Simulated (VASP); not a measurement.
# Pt (Im-3m) in VASP: notebook

The runs below take Pt through single point, with LDA.

Program: VASP 6.6.1. These are calculated values, not measurements. Logs are shortened: lines on timing, memory, paths and dates and some standing lists are left out, and cuts for length are marked.

### Step 1. Starting point

The structure is cubic, space group Im-3m (No. 229). Conventional cell: a = 3.168 Å, b = 3.168 Å, c = 3.168 Å, α = 90.00°, β = 90.00°, γ = 90.00°. Around Pt (site symmetry m-3m) lie 8 Pt at 2.74 Å.

This isn't the form of Pt at room conditions, which is fcc.

### Step 2. Single point, LDA

Contents of INCAR:

```
PREC = Accurate
ENCUT = 400
EDIFF = 1E-6
ISMEAR = 1
SIGMA = 0.15
LREAL = False
LASPH = True
NELM = 100
ALGO = Normal
ISIF = 2
LWAVE = False
LCHARG = False
GGA = CA
ADDGRID = False
```

Contents of KPOINTS:

```
Automatic mesh
0
Gamma
  13 13 13
```

Contents of POSCAR:

```
Pt
1.0
   -1.5842200000      1.5842200000      1.5842200000
    1.5842200000     -1.5842200000      1.5842200000
    1.5842200000      1.5842200000     -1.5842200000
Pt
1
Direct
    0.0000000000      0.0000000000      0.0000000000
```

Potentials or basis: VASP PAW LDA potentials, release 64 (Pt).

Command:

```
$ cat potpaw_LDA.64/Pt/POTCAR > POTCAR
$ mpirun -np 1 vasp_std > vasp.out
```

OUTCAR:

```text
PREC = Accurate
   ENCUT = 400
   EDIFF = 1E-6
   ISMEAR = 1
   LREAL = False
   LASPH = True
   NELM = 100
   ISIF = 2
   GGA = CA

 Found     84 irreducible k-points:

 Following reciprocal coordinates:
            Coordinates               Weight
  0.000000  0.000000  0.000000      1.000000
  0.076923  0.000000  0.000000     12.000000
  0.153846  0.000000  0.000000     12.000000
  0.230769  0.000000  0.000000     12.000000
  0.307692  0.000000  0.000000     12.000000
  0.384615  0.000000  0.000000     12.000000
   k-points           NKPTS =     84   k-points in BZ     NKDIM =     84   number of bands    NBANDS=      9
   number of dos      NEDOS =    301   number of ions     NIONS =      1
   total plane-waves  NPLWV =   5832
   dimension x,y,z NGX =    18 NGY =   18 NGZ =   18
   dimension x,y,z NGXF=    36 NGYF=   36 NGZF=   36
   ions per type =               1
   NGX,Y,Z   is equivalent  to a cutoff of  10.91, 10.91, 10.91 a.u.
   NGXF,Y,Z  is equivalent  to a cutoff of  21.81, 21.81, 21.81 a.u.
 SYSTEM =  unknown system
   PREC   = accura    normal or accurate (medium, high low for compatibility)
   ISTART =      0    job   : 0-new  1-cont  2-samecut
   ICHARG =      2    charge: 1-file 2-atom 10-const
   ISPIN  =      1    spin polarized calculation?
   LNONCOLLINEAR =      F non collinear calculations
   LSORBIT =      F    spin-orbit coupling
   LASPH  =      T    aspherical Exc in radial PAW
   ENCUT  =  400.0 eV  29.40 Ry    5.42 a.u.   4.47  4.47  4.47*2*pi/ulx,y,z
   NELM   =    100;   NELMIN=  2; NELMDL= -5     # of ELM steps
   EDIFF  = 0.1E-05   stopping-criterion for ELM
   LREAL  =      F    real-space projection
   EDIFFG = 0.1E-04   stopping-criterion for IOM
   NSW    =      0    number of steps for IOM
   IBRION =     -1    ionic relax: 0-MD 1-quasi-New 2-CG
   NFREE  =      0    steps in history (QN), initial steepest desc. (CG)
   ISIF   =      2    stress and relaxation
   ISYM   =      2    0-nonsym 1-usesym 2-fastsym
   POTIM  = 0.5000    time-step for ionic-motion
   TEBEG  =    0.0;   TEEND  =   0.0 temperature during run
   PSTRESS=    0.0 pullay stress
   NELECT =      10.0000    total number of electrons
   NUPDOWN=      -1.0000    fix difference up-down
   EMIN   =  10.00;   EMAX   =-10.00  energy-range for DOS
   EFERMI =   0.00;   METHOD = LEGACY
   ISMEAR =     1;   SIGMA  =   0.15  broadening in eV -4-tet -1-fermi 0-gaus
   EFERMI_NEDOS =   21; number of points for ismear=-14 and -15
   IALGO  =     38    algorithm
   IMIX   =      4    mixing-type and parameters
     AMIX     =   0.40;   BMIX     =  1.00
     AMIX_MAG =   1.60;   BMIX_MAG =  1.00
  volume/ion in A,a.u.               =      15.90       107.33
  Fermi-wavevector in a.u.,A,eV,Ry     =   1.402510  2.650360 26.763132  1.967035
  Thomas-Fermi vector in A             =   2.525265
   LORBIT       =      0    0 simple, 1 ext, 2 COOP (PROOUT), +10 PAW based schemes
   GGA     = CA    functional components
   LHFCALC =     F    Hartree Fock is set to
   AEXX    =    0.0000 exact exchange contribution
   IVDW    =     0    specifies the selected vdW correction
   LEPSILON=     F    determine dielectric tensor
   LRPA    =     F    only Hartree local field effects (RPA)
 non-spin polarized calculation
 Methfessel and Paxton  Order N= 1 SIGMA  =   0.15
  energy-cutoff  :      400.00
  volume of cell :       15.90
 maximum number of plane-waves:       321
 NGX is ok and might be reduce to    18
   NGX =  9   NGY =  9   NGZ =  9

 number of electron      10.0000004 magnetization

 Free energy of the ion-electron system (eV)
  ---------------------------------------------------
  ext. energy  EPLUGINS =         0.00000000
  ---------------------------------------------------
  free energy    TOTEN  =        -7.33199224 eV

  energy without entropy =       -7.33117982  energy(sigma->0) =       -7.33172144

 E-fermi :   9.9921     XC(G=0): -13.3770

 val. band max:        9.9736577465   @ k =  -0.3846  -0.4615   0.2308
 cond. band min:      10.0204808265   @ k =  -0.3846   0.3846   0.1538
 fundamental gap:      0.0468230799
 Fermi energy:         9.9920528131

 k-point     1 :       0.0000    0.0000    0.0000
  band No.  band energies     occupation
      1       0.4797      2.00000
      2       6.4550      2.00000
      3       6.4550      2.00000
      4       6.4550      2.00000
      5       8.9758      2.00000
      6       8.9758      2.00000
      7      27.0072      0.00000
      8      27.0072      0.00000
      9      27.0072      0.00000

 k-point     2 :       0.0769    0.0000    0.0000
  band No.  band energies     occupation
      1       0.7185      2.00000
      2       6.3625      2.00000
      3       6.4549      2.00000
      4       6.6460      2.00000
      5       8.8581      2.00000
      6       8.9824      2.00000
      7      27.1117      0.00000
      8      27.1851      0.00000
      9      27.3581      0.00000

 k-point     3 :       0.1538    0.0000    0.0000
  band No.  band energies     occupation
      1       1.3938      2.00000
      2       6.1151      2.00000
      3       6.4364      2.00000
      4       7.2018      2.00000
      5       8.6318      2.00000
      6       9.0070      2.00000
      7      27.0568      0.00000
      8      27.0950      0.00000
      9      28.3639      0.00000

 k-point     4 :       0.2308    0.0000    0.0000
  band No.  band energies     occupation
      1       2.3384      2.00000
      2       5.7864      2.00000
      3       6.4597      2.00000
      4       8.0666      2.00000
      5       8.5316      2.00000
      6       9.0594      2.00000
      7      25.0898      0.00000
      8      26.2686      0.00000
      9      29.8928      0.00000

 k-point     5 :       0.3077    0.0000    0.0000
  band No.  band energies     occupation
      1       3.1335      2.00000
      2       5.4597      2.00000
      3       6.9299      2.00000
      4       8.6309      2.00000
      5       9.1261      2.00000
      6       9.1394      2.00000
      7      21.9901      0.00000
      8      24.9644      0.00000
      9      29.3413      0.00000

 k-point     6 :       0.3846    0.0000    0.0000
  band No.  band energies     occupation
      1       3.4083      2.00000
      2       5.2039      2.00000
      3       8.1383      2.00000
      4       8.9065      2.00000
      5       9.2266      2.00000
      6      10.1701     -0.07046
      7      18.8875      0.00000
      8      23.8604      0.00000
      9      27.1227      0.00000

 [... further k-points ...]

------------------------ aborting loop because EDIFF is reached ----------------------------------------

  FORCE on cell =-STRESS in cart. coord.  units (eV):
  Direction    XX          YY          ZZ          XY          YZ          ZX
  --------------------------------------------------------------------------------------
  -------------------------------------------------------------------------------------
  Total       -1.5299867     -1.5299867     -1.5299867      0.0000000      0.0000000      0.0000000
  in kB     -154.1316322   -154.1316322   -154.1316322      0.0000000      0.0000000      0.0000000
  external PRESSURE =    -154.1316322 kB  Pullay stress =       0.0000000 kB

 VOLUME and BASIS-vectors are now :
 -----------------------------------------------------------------------------
  energy-cutoff  :      400.00
  volume of cell :       15.90
      direct lattice vectors                 reciprocal lattice vectors
    -1.584220000  1.584220000  1.584220000     0.000000000  0.315612731  0.315612731
     1.584220000 -1.584220000  1.584220000     0.315612731  0.000000000  0.315612731
     1.584220000  1.584220000 -1.584220000     0.315612731  0.315612731  0.000000000

 POSITION                                       TOTAL-FORCE (eV/Angst)
 -----------------------------------------------------------------------------------
      0.00000      0.00000      0.00000        -0.000000      0.000000     -0.000000
 -----------------------------------------------------------------------------------
    total drift:                                0.000000      0.000000      0.000000

  FREE ENERGIE OF THE ION-ELECTRON SYSTEM (eV)
  ---------------------------------------------------
  free  energy   TOTEN  =        -7.3319922424 eV

  energy  without entropy=       -7.3311798250  energy(sigma->0) =       -7.33172144
```

It took 5.1 s on 1 thread of Intel Xeon Platinum 8488C (Sapphire Rapids), shared host; peak memory 0.11 GiB.

The run converged, but some of its settings lie outside the range that counts as converged, so its numbers aren't taken as properties of the crystal.

Results:

- Free energy: -7.3320 eV
- Pressure: -15.4 GPa
- Band gap on the k mesh: none (metal or under the smearing width)

### Step 3. Single point, LDA

Changes to INCAR since step 2:

```diff
@@ -1,3 +1,3 @@
 PREC = Accurate
-ENCUT = 400
+ENCUT = 340
 EDIFF = 1E-6
```

Contents of KPOINTS:

```
Automatic mesh
0
Gamma
  15 15 15
```

POSCAR is that of step 2.

Potentials or basis: VASP PAW LDA potentials, release 64 (Pt).

Command:

```
$ cat potpaw_LDA.64/Pt/POTCAR > POTCAR
$ mpirun -np 1 vasp_std > vasp.out
```

OUTCAR:

```text
PREC = Accurate
   ENCUT = 340
   EDIFF = 1E-6
   ISMEAR = 1
   LREAL = False
   LASPH = True
   NELM = 100
   ISIF = 2
   GGA = CA

 Found    120 irreducible k-points:

 Following reciprocal coordinates:
            Coordinates               Weight
  0.000000  0.000000  0.000000      1.000000
  0.066667  0.000000  0.000000     12.000000
  0.133333  0.000000  0.000000     12.000000
  0.200000  0.000000  0.000000     12.000000
  0.266667  0.000000  0.000000     12.000000
  0.333333  0.000000  0.000000     12.000000
   k-points           NKPTS =    120   k-points in BZ     NKDIM =    120   number of bands    NBANDS=      9
   number of dos      NEDOS =    301   number of ions     NIONS =      1
   total plane-waves  NPLWV =   5832
   dimension x,y,z NGX =    18 NGY =   18 NGZ =   18
   dimension x,y,z NGXF=    36 NGYF=   36 NGZF=   36
   ions per type =               1
   NGX,Y,Z   is equivalent  to a cutoff of  10.91, 10.91, 10.91 a.u.
   NGXF,Y,Z  is equivalent  to a cutoff of  21.81, 21.81, 21.81 a.u.
 SYSTEM =  unknown system
   PREC   = accura    normal or accurate (medium, high low for compatibility)
   ISTART =      0    job   : 0-new  1-cont  2-samecut
   ICHARG =      2    charge: 1-file 2-atom 10-const
   ISPIN  =      1    spin polarized calculation?
   LNONCOLLINEAR =      F non collinear calculations
   LSORBIT =      F    spin-orbit coupling
   LASPH  =      T    aspherical Exc in radial PAW
   ENCUT  =  340.0 eV  24.99 Ry    5.00 a.u.   4.13  4.13  4.13*2*pi/ulx,y,z
   NELM   =    100;   NELMIN=  2; NELMDL= -5     # of ELM steps
   EDIFF  = 0.1E-05   stopping-criterion for ELM
   LREAL  =      F    real-space projection
   EDIFFG = 0.1E-04   stopping-criterion for IOM
   NSW    =      0    number of steps for IOM
   IBRION =     -1    ionic relax: 0-MD 1-quasi-New 2-CG
   NFREE  =      0    steps in history (QN), initial steepest desc. (CG)
   ISIF   =      2    stress and relaxation
   ISYM   =      2    0-nonsym 1-usesym 2-fastsym
   POTIM  = 0.5000    time-step for ionic-motion
   TEBEG  =    0.0;   TEEND  =   0.0 temperature during run
   PSTRESS=    0.0 pullay stress
   NELECT =      10.0000    total number of electrons
   NUPDOWN=      -1.0000    fix difference up-down
   EMIN   =  10.00;   EMAX   =-10.00  energy-range for DOS
   EFERMI =   0.00;   METHOD = LEGACY
   ISMEAR =     1;   SIGMA  =   0.15  broadening in eV -4-tet -1-fermi 0-gaus
   EFERMI_NEDOS =   21; number of points for ismear=-14 and -15
   IALGO  =     38    algorithm
   IMIX   =      4    mixing-type and parameters
     AMIX     =   0.40;   BMIX     =  1.00
     AMIX_MAG =   1.60;   BMIX_MAG =  1.00
  volume/ion in A,a.u.               =      15.90       107.33
  Fermi-wavevector in a.u.,A,eV,Ry     =   1.402510  2.650360 26.763132  1.967035
  Thomas-Fermi vector in A             =   2.525265
   LORBIT       =      0    0 simple, 1 ext, 2 COOP (PROOUT), +10 PAW based schemes
   GGA     = CA    functional components
   LHFCALC =     F    Hartree Fock is set to
   AEXX    =    0.0000 exact exchange contribution
   IVDW    =     0    specifies the selected vdW correction
   LEPSILON=     F    determine dielectric tensor
   LRPA    =     F    only Hartree local field effects (RPA)
 non-spin polarized calculation
 Methfessel and Paxton  Order N= 1 SIGMA  =   0.15
  energy-cutoff  :      340.00
  volume of cell :       15.90
 maximum number of plane-waves:       236
 NGX is ok and might be reduce to    18
   NGX =  9   NGY =  9   NGZ =  9

 number of electron      10.0000004 magnetization

 Free energy of the ion-electron system (eV)
  ---------------------------------------------------
  ext. energy  EPLUGINS =         0.00000000
  ---------------------------------------------------
  free energy    TOTEN  =        -7.35061343 eV

  energy without entropy =       -7.35040221  energy(sigma->0) =       -7.35054302

 E-fermi :   9.9687     XC(G=0): -13.3766

 val. band max:        9.9580045232   @ k =   0.4667   0.0667  -0.0000
 cond. band min:       9.9763456121   @ k =  -0.4000   0.4000   0.4000
 fundamental gap:      0.0183410889
 Fermi energy:         9.9686844780

 k-point     1 :       0.0000    0.0000    0.0000
  band No.  band energies     occupation
      1       0.4785      2.00000
      2       6.4612      2.00000
      3       6.4612      2.00000
      4       6.4612      2.00000
      5       8.9787      2.00000
      6       8.9787      2.00000
      7      27.0075      0.00000
      8      27.0075      0.00000
      9      27.0075      0.00000

 k-point     2 :       0.0667    0.0000    0.0000
  band No.  band energies     occupation
      1       0.6583      2.00000
      2       6.3912      2.00000
      3       6.4618      2.00000
      4       6.6052      2.00000
      5       8.8880      2.00000
      6       8.9834      2.00000
      7      27.0907      0.00000
      8      27.1500      0.00000
      9      27.2718      0.00000

 k-point     3 :       0.1333    0.0000    0.0000
  band No.  band energies     occupation
      1       1.1759      2.00000
      2       6.1986      2.00000
      3       6.4499      2.00000
      4       7.0270      2.00000
      5       8.6913      2.00000
      6       9.0008      2.00000
      7      27.1567      0.00000
      8      27.2197      0.00000
      9      28.0380      0.00000

 k-point     4 :       0.2000    0.0000    0.0000
  band No.  band energies     occupation
      1       1.9471      2.00000
      2       5.9281      2.00000
      3       6.4345      2.00000
      4       7.6957      2.00000
      5       8.5496      2.00000
      6       9.0377      2.00000
      7      26.1093      0.00000
      8      26.7041      0.00000
      9      29.2306      0.00000

 k-point     5 :       0.2667    0.0000    0.0000
  band No.  band energies     occupation
      1       2.7625      2.00000
      2       5.6350      2.00000
      3       6.5899      2.00000
      4       8.5532      2.00000
      5       8.5604      2.00000
      6       9.0974      2.00000
      7      23.6924      0.00000
      8      25.6669      0.00000
      9      30.7314      0.00000

 k-point     6 :       0.3333    0.0000    0.0000
  band No.  band energies     occupation
      1       3.2815      2.00000
      2       5.3705      2.00000
      3       7.2724      2.00000
      4       8.7014      2.00000
      5       9.1732      2.00000
      6       9.4969      2.00008
      7      20.9240      0.00000
      8      24.5526      0.00000
      9      28.5287      0.00000

 [... further k-points ...]

------------------------ aborting loop because EDIFF is reached ----------------------------------------

  FORCE on cell =-STRESS in cart. coord.  units (eV):
  Direction    XX          YY          ZZ          XY          YZ          ZX
  --------------------------------------------------------------------------------------
  -------------------------------------------------------------------------------------
  Total       -1.6246044     -1.6246044     -1.6246044      0.0000000      0.0000000      0.0000000
  in kB     -163.6634611   -163.6634611   -163.6634611      0.0000000      0.0000000      0.0000000
  external PRESSURE =    -163.6634611 kB  Pullay stress =       0.0000000 kB

 VOLUME and BASIS-vectors are now :
 -----------------------------------------------------------------------------
  energy-cutoff  :      340.00
  volume of cell :       15.90
      direct lattice vectors                 reciprocal lattice vectors
    -1.584220000  1.584220000  1.584220000     0.000000000  0.315612731  0.315612731
     1.584220000 -1.584220000  1.584220000     0.315612731  0.000000000  0.315612731
     1.584220000  1.584220000 -1.584220000     0.315612731  0.315612731  0.000000000

 POSITION                                       TOTAL-FORCE (eV/Angst)
 -----------------------------------------------------------------------------------
      0.00000      0.00000      0.00000        -0.000000     -0.000000      0.000000
 -----------------------------------------------------------------------------------
    total drift:                                0.000000      0.000000     -0.000000

  FREE ENERGIE OF THE ION-ELECTRON SYSTEM (eV)
  ---------------------------------------------------
  free  energy   TOTEN  =        -7.3506134293 eV

  energy  without entropy=       -7.3504022134  energy(sigma->0) =       -7.35054302
```

stdout:

```text
POSCAR found type information on POSCAR Pt
 POSCAR found :  1 types and       1 ions
 scaLAPACK will be used
 LDA part: xc-table for (Slater(with rela. corr.)+CA(PZ))
 , standard interpolation
 POSCAR, INCAR and KPOINTS ok, starting setup
 FFT: planning ... GRIDC
 FFT: planning ... GRID_SOFT
 FFT: planning ... GRID
 WAVECAR not read
 entering main loop
```

Run time: 8.1 s. Hardware: 1 thread of Intel Xeon Platinum 8488C (Sapphire Rapids), shared host; peak memory 0.12 GiB.

These settings aren't checked as converged: the numbers below hold their error.

What came out:

```
Free energy            : -7.3506 eV
Pressure               : -16.4 GPa
Band gap on the k mesh : none (metal or under the smearing width)
```

### Step 4. For comparison

An earlier run on the cell as given: functional PBEsol; potentials or basis VASP PAW PBE potentials, release 64 (Pt); cutoff 520 eV; k mesh 12 × 12 × 12; occupations fermi-dirac, width 0.05 eV; no spin polarisation.

* Pressure: -11.6 GPa
* Band gap on the k mesh: none (metal or under the smearing width)
